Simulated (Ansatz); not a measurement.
# Sn: the cost of one run

Computed with Ansatz 0.2.0 (DFT LDA, scalar-relativistic, plane waves, PAW, unless a step's input says otherwise).

1 further run of the same task is left out (set aside as unsound or not needed).

### 1 The starting structure

It takes space group P6_3/mmc (No. 194, hexagonal). Conventional cell: a = 3.802 Å, b = 3.802 Å, c = 6.289 Å, α = 90.00°, β = 90.00°, γ = 120.00°. Around Si (site symmetry 3m) lie 4 Si at 2.33 to 2.35 Å.

As a file:

```
Si
1.0
     3.80198    0.00000    0.00000
    -1.90099    3.29261    0.00000
     0.00000    0.00000    6.28912
Si
4
Direct
  0.33333 0.66667 0.06303
  0.66667 0.33333 0.56303
  0.33333 0.66667 0.43697
  0.66667 0.33333 0.93697
```

It goes back to an entry of the Materials Project, which need not be the stable form.

This cell was relaxed beforehand with the same method: volume 19.68 Å³/atom, gap on the mesh 0.27 eV.

### 2 Si → Sn: the starting cell

The start of Sn: fractional positions of relaxed Si, cell scaled by 1.162, a guess from tabulated radii.

### 3 A first look at the start (Sn)

The input, input.yaml:

```yaml
crystal:
  lattice:
    - [4.4162461238, 0.0, 0.0]
    - [-2.2081230619, 3.8245813326, 0.0]
    - [0.0, 0.0, 7.3052290159]
  atoms:
    - { symbol: Sn, position: [0.3333333333, 0.6666666667, 0.0630332895] }
    - { symbol: Sn, position: [0.6666666667, 0.3333333333, 0.5630332895] }
    - { symbol: Sn, position: [0.3333333333, 0.6666666667, 0.4369667105] }
    - { symbol: Sn, position: [0.6666666667, 0.3333333333, 0.9369667105] }
basis:
  ecutwfc: 420
kpoints:
  mp_grid: { grid: [6, 6, 4] }
hamiltonian:
  xc: lda
scf:
  occupations: { method: gaussian, width: 0.1 }
output:
  forces: true
  stress: true
  eigenvalues: true
```

Command:

```console
> ansatz run input.yaml --threads 1 --pin off --max-ram 2560MiB --backend cpu --events-out ev --progress --plain --runs-dir out
```

What time and memory should one allow on 1 thread of AMD EPYC 9R45 (Zen 5), shared host?

About 1.5 s, with a peak of 0.42 GiB.
